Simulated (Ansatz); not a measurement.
System: BiOBr (P4/nmm).

The database entry behind the starting cell differs from later determinations by our own check (0.1 to 0.3 % short, probably kX units), so it need not match the best structure at ambient conditions.

The structure is tetragonal, space group P4/nmm (No. 129). Conventional cell: a = 3.916 Å, b = 3.916 Å, c = 8.077 Å, α = 90.00°, β = 90.00°, γ = 90.00°. Nearest to Bi lie 4 O at 2.32 Å and 4 Br at 3.18 Å. Nearest to Br lie 4 Bi at 3.18 Å. Nearest to O lie 4 Bi at 2.32 Å. Farther neighbours and most contacts between anions are not listed.

```yaml
crystal:
  lattice:
    - [3.91600, 0.00000, 0.00000]
    - [0.00000, 3.91600, 0.00000]
    - [0.00000, 0.00000, 8.07700]
  atoms:
    - { symbol: Bi, position: [0.00000, 0.50000, 0.15400] }
    - { symbol: Bi, position: [0.50000, 0.00000, 0.84600] }
    - { symbol: Br, position: [0.00000, 0.50000, 0.65300] }
    - { symbol: Br, position: [0.50000, 0.00000, 0.34700] }
    - { symbol: O, position: [0.00000, 0.00000, 0.00000] }
    - { symbol: O, position: [0.50000, 0.50000, 0.00000] }
```

The cell and positions come from the Crystallography Open Database and are kept as given unless a step says otherwise. Spin-orbit coupling is left out unless a run names it. PAW set soft_2, made with PBE.

Gaps computed with Ansatz 0.2.0 without a self-energy: LDA 2.04 eV, LDA+SOC 1.70 eV and PBE0 3.71 eV.

Question: What gap should G0W0 on LDA give (4×4×2 mesh, 1111 empty bands, screening to 250 eV, default PAW files)?

About 3.17 eV: on its mesh the run moves the gap from 2.16 eV by +1.13 eV, and the mesh misses the edges by 0.12 eV. Among the scalar-relativistic levels given, PBE0 is nearest (+0.54 eV). Spin-orbit coupling is not in that value; its −0.34 eV at the LDA level would bring it to about 2.82 eV. Bands and cutoff are finite, so the gap is not at the basis limit. The miss can reach some tenths of an eV and take either sign; the mesh is an error of its own. The 4×4×2 mesh is coarse for this cell (its supercell is 16 Å along the shortest edge). The RPA ε∞ on it, from the LDA start, is 5.56 and 7.52; such meshes misread the long-range screening, most where the gap is narrow. Where an edge is built on 6p states of lead, bismuth or thallium, scalar-relativistic gaps usually stand too wide, by a few tenths to over one eV. The many-body steps are scalar-relativistic: spin-orbit coupling is not in them.

[Paths, hosts, dates, memory and timing lines, banners, echoed tables and standing remarks are left out of the program output.]

[Logs are printed without paths, hosts, clocks, repeated set-up lines and the standing remarks that a program may print on its own settings, such as how far it seeks lower states.]

[Runs of the session that timed out or met a known fault of the program may be left out.]

[Cells called generated may have been cut or substituted from an entry of the Crystallography Open Database or the Materials Project.]

[Hosts, paths, dates, database ids (printed as entryN), source tags and the programs' standing remarks are cut or masked in the printed files.]
